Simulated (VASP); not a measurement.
Set up this calculation in VASP 6.6.1, as the native input.

* Task: relaxation of shape and atoms at fixed volume
* Functional: r2SCAN
* Potentials or basis: VASP PAW PBE potentials, release 64 (Zr_sv)
* Cutoff: 600 eV
* k mesh: 9 × 9 × 12
* Occupations: methfessel-paxton, width 0.1 eV
* Spin: no spin polarisation
* Further INCAR settings: ALGO = Normal; EDIFF = 1e-07; IBRION = 2; EDIFFG = -0.01; NSW = 40; ISIF = 4

The structure of Zr lies in POSCAR:

```
Zr                                      
1.0
    5.0010101389      0.0000000000      0.0000000000
   -2.5005050695      4.3310018228      0.0000000000
    0.0000000000      0.0000000000      3.1407194902
  Zr            
     3
Direct
     0.6666666699999979    0.3333333300000021    0.5000000000000000
     0.3333333300000021    0.6666666699999979    0.5000000000000000
     0.0000000000000000    0.0000000000000000    0.0000000000000000
```

The cell was built by a generator and needn't be a form met in nature.

The cell isn't the ideal one: a relaxed cell with its volume scaled by 0.98.

These files were run (other wordings do the same):

INCAR

```
PREC = Accurate ; ENCUT = 600
EDIFF = 1E-7 ; ISMEAR = 1
SIGMA = 0.1 ; LREAL = F
LASPH = T ; NELM = 80
ALGO = Normal ; ISIF = 4
LWAVE = F ; LCHARG = F
METAGGA = R2SCAN ; LMIXTAU = T
IBRION = 2 ; NSW = 40
EDIFFG = -0.01
```

KPOINTS

```
Automatic mesh
0
Gamma
  9 9 12
```

Potentials or basis: VASP PAW PBE potentials, release 64 (Zr_sv).

Launch:

```bash
$ cat potpaw_PBE.64/Zr_sv/POTCAR > POTCAR
$ mpirun -np 1 vasp_std > vasp.out
```

It gave:

```yaml
Pressure_after_relaxing: 2.1 GPa
Band_gap_on_the_k_mesh: none (metal or under the smearing width)
```

Caveat: the relaxation stopped at its first step, so nothing moved; the PAW data sets were made with another functional, which shifts forces and pressure a little.

Run time: 6.9 min on 1 thread of Intel(R) Xeon(R) Platinum 8488C (Sapphire Rapids), on a shared host, peak memory 0.28 GiB.
